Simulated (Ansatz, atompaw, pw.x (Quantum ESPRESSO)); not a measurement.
**Equation-of-state test of one PAW (atompaw) potential (silicon)**

Si, PAW, made with atompaw 4.2.0.5 (PBEsol, scalar-relativistic). Core [Ne], reference 3s2 3p2. Waves: 3s (bound): rc 1.95 bohr; 3s channel at 2.1 Ry: rc 2.10 bohr; 3p (bound): rc 2.10 bohr; 3p channel at 1.75 Ry: rc 2.10 bohr. Local part: troulliermartins scheme with l = 2 at 0.5 Ry, radius 1.95 bohr. Core correction: smooth core density matched at 1.15 bohr. Augmentation charge: gaussian compensation charge, radius 1.55 bohr; PAW radius 2.10 bohr; waves and projectors: custom rrkj gramschmidtortho.

Crystal test: diamond Si in pw.x 7.5, no spin, 9³ k-points, Fermi–Dirac smearing 0.01 Ry, cutoffs 40/400 Ry. The lattice is a test structure that the element need not adopt, and mesh and smearing are coarse.

pw.x input:

```
&control
  calculation='scf', prefix='x', pseudo_dir='./', outdir='./tmp', tstress=.true., disk_io='low'
/
&system
  ibrav=0, nat=2, ntyp=1, ecutwfc=40, ecutrho=400, nbnd=11,
  occupations='smearing', smearing='fd', degauss=0.01
/
&electrons
  conv_thr=1e-09, mixing_beta=0.4, electron_maxstep=70
/
ATOMIC_SPECIES
Si 1.0 Si.UPF
CELL_PARAMETERS angstrom
  0.00000000 2.71464380 2.71464380
  2.71464380 0.00000000 2.71464380
  2.71464380 2.71464380 0.00000000
ATOMIC_POSITIONS crystal
Si 0.0000 0.0000 0.0000
Si 0.2500 0.2500 0.2500
K_POINTS automatic
9 9 9 0 0 0
```

```bash
pw.x < Si.scf.in > Si.scf.out
```

Question: How does the run end?

Answer: It converges; the pressure is 0.08 GPa against 0.14 GPa from all-electron LAPW.  The log shows:

```
     iteration #  1     ecut=    40.00 Ry     beta= 0.40
     negative rho (up, down):  2.474E-01 0.000E+00
     total energy              =     -91.28091804 Ry
     estimated scf accuracy    <       0.05788303 Ry
     iteration #  2     ecut=    40.00 Ry     beta= 0.40
     negative rho (up, down):  2.473E-01 0.000E+00
     total energy              =     -91.27661579 Ry
     estimated scf accuracy    <       0.01492441 Ry
     iteration #  3     ecut=    40.00 Ry     beta= 0.40
     negative rho (up, down):  2.440E-01 0.000E+00
     total energy              =     -91.27754527 Ry
     estimated scf accuracy    <       0.00030704 Ry
     iteration #  4     ecut=    40.00 Ry     beta= 0.40
     negative rho (up, down):  2.440E-01 0.000E+00
     total energy              =     -91.27756697 Ry
     estimated scf accuracy    <       0.00000279 Ry
     iteration #  5     ecut=    40.00 Ry     beta= 0.40
     negative rho (up, down):  2.440E-01 0.000E+00
     total energy              =     -91.27756803 Ry
     estimated scf accuracy    <       0.00000013 Ry
     iteration #  6     ecut=    40.00 Ry     beta= 0.40
     negative rho (up, down):  2.440E-01 0.000E+00
     total energy              =     -91.27756804 Ry
     estimated scf accuracy    <          2.9E-09 Ry
     iteration #  7     ecut=    40.00 Ry     beta= 0.40
     negative rho (up, down):  2.440E-01 0.000E+00
     the Fermi energy is     6.4875 ev
!    total energy              =     -91.27756804 Ry
     estimated scf accuracy    <          1.9E-10 Ry
     smearing contrib. (-TS)   =      -0.00036883 Ry
     The total energy is F=E-TS. E is the sum of the following terms:
     one-electron contribution =       5.69733792 Ry
     hartree contribution      =       1.12813265 Ry
     xc contribution           =     -10.11820355 Ry
     ewald contribution        =     -16.80114799 Ry
     one-center paw contrib.   =     -71.18331824 Ry
     convergence has been achieved in   7 iterations
     negative rho (up, down):  2.440E-01 0.000E+00
          total   stress  (Ry/bohr**3)                   (kbar)     P=        0.79
```
